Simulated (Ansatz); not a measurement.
Y: other elements on the same sites

Method: DFT PBE, scalar-relativistic, plane waves, PAW (Ansatz). Settings: 420 eV cutoff, 12×12×4 k-mesh, Gaussian smearing of 0.10 eV, no spin polarisation.

Starting point, cell and atoms relaxed:

```cif
data_structure
_symmetry_space_group_name_H-M 'P 1'
_symmetry_Int_Tables_number 1
_cell_length_a 3.5982
_cell_length_b 3.5982
_cell_length_c 11.5836
_cell_angle_alpha 90.000
_cell_angle_beta 90.000
_cell_angle_gamma 120.000
_cell_volume 129.88
loop_
_atom_site_label
_atom_site_type_symbol
_atom_site_fract_x
_atom_site_fract_y
_atom_site_fract_z
_atom_site_occupancy
Y1 Y 0.00000 0.00000 0.00000 1
Y2 Y 0.33333 0.66667 0.25000 1
Y3 Y 0.00000 0.00000 0.50000 1
Y4 Y 0.66667 0.33333 0.75000 1
```

Each substitution replaces an element on all its sites; cell and atoms are then relaxed within the symmetry of the start. The crystals needn't be the stable forms of their compositions. Lengths are those of the primitive cell. Mesh and smearing follow each crystal's size and gap, and all runs are without spin polarisation.

Task: Give the relaxed structure after Y→Al.

Result:
```cif
data_structure
_symmetry_space_group_name_H-M 'P 1'
_symmetry_Int_Tables_number 1
_cell_length_a 2.8545
_cell_length_b 2.8545
_cell_length_c 9.3827
_cell_angle_alpha 90.000
_cell_angle_beta 90.000
_cell_angle_gamma 120.000
_cell_volume 66.21
loop_
_atom_site_label
_atom_site_type_symbol
_atom_site_fract_x
_atom_site_fract_y
_atom_site_fract_z
_atom_site_occupancy
Al1 Al 0.00000 0.00000 0.00000 1
Al2 Al 0.33333 0.66667 0.25000 1
Al3 Al 0.00000 0.00000 0.50000 1
Al4 Al 0.66667 0.33333 0.75000 1
```
Symmetry: P6_3/mmc, No. 194, hexagonal system. Conventional cell: a = 2.855 Å, b = 2.855 Å, c = 9.383 Å, α = 90.00°, β = 90.00°, γ = 120.00°. Al (site symmetry -3m) is surrounded by 12 Al at 2.85 to 2.87 Å. Al (site symmetry -6m2) has 12 Al at 2.85 to 2.87 Å as nearest neighbours.

Task: Give the relaxed structure after Y→In.

Result:
```cif
data_structure
_symmetry_space_group_name_H-M 'P 1'
_symmetry_Int_Tables_number 1
_cell_length_a 3.3892
_cell_length_b 3.3892
_cell_length_c 11.0605
_cell_angle_alpha 90.000
_cell_angle_beta 90.000
_cell_angle_gamma 120.000
_cell_volume 110.03
loop_
_atom_site_label
_atom_site_type_symbol
_atom_site_fract_x
_atom_site_fract_y
_atom_site_fract_z
_atom_site_occupancy
In1 In 0.00000 0.00000 0.00000 1
In2 In 0.33333 0.66667 0.25000 1
In3 In 0.00000 0.00000 0.50000 1
In4 In 0.66667 0.33333 0.75000 1
```
The structure is hexagonal, space group P6_3/mmc (No. 194). The conventional cell has a = 3.389 Å, b = 3.389 Å, c = 11.060 Å, α = 90.00°, β = 90.00°, γ = 120.00°. In (site symmetry -3m) has 12 In at 3.39 Å as nearest neighbours. Around In (site symmetry -6m2) lie 12 In at 3.39 Å.